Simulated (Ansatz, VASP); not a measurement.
# MgS in VASP and in Ansatz

```
Mg S
1.0
     2.47002    2.47002    0.00000
    -2.47002    2.47002    0.00000
     0.00000    2.47002    2.47002
Mg S
1 1
Direct
  0.00000 0.00000 0.00000
  0.50000 0.50000 0.00000
```

Alike in both runs: functional PBEsol; k mesh 8 × 8 × 8; no spin polarisation.

Ansatz relaxed the structure, and its values are those at the end. VASP's run is a single point on that final structure, the one shown.

|  | VASP | Ansatz |
| --- | --- | --- |
| version | VASP 6.6.1 | Ansatz 0.2.0 |
| potentials or method | VASP PAW PBE potentials, release 64 (Mg, S) | PAW with Ansatz's default frozen-core files, scalar-relativistic |
| plane-wave cutoff (eV) | 520 | 420 |
| occupations | gaussian, width 0.01 eV | fixed |
| valence electrons in the cell | 8 | 16 |

Ansatz gave:

* gap on the k mesh at the Fermi level (eV): 3.00
* pressure (GPa): 15.0

**Question.** Which values does VASP return?

**Answer.** gap on the k mesh at the Fermi level (eV): 3.01; pressure (GPa): 14.9.

The two sets of potentials don't hold the same shells in valence.

Caveats: the PAW data sets were made with another functional, which shifts forces and pressure a little (VASP). A k mesh can miss the band edges.
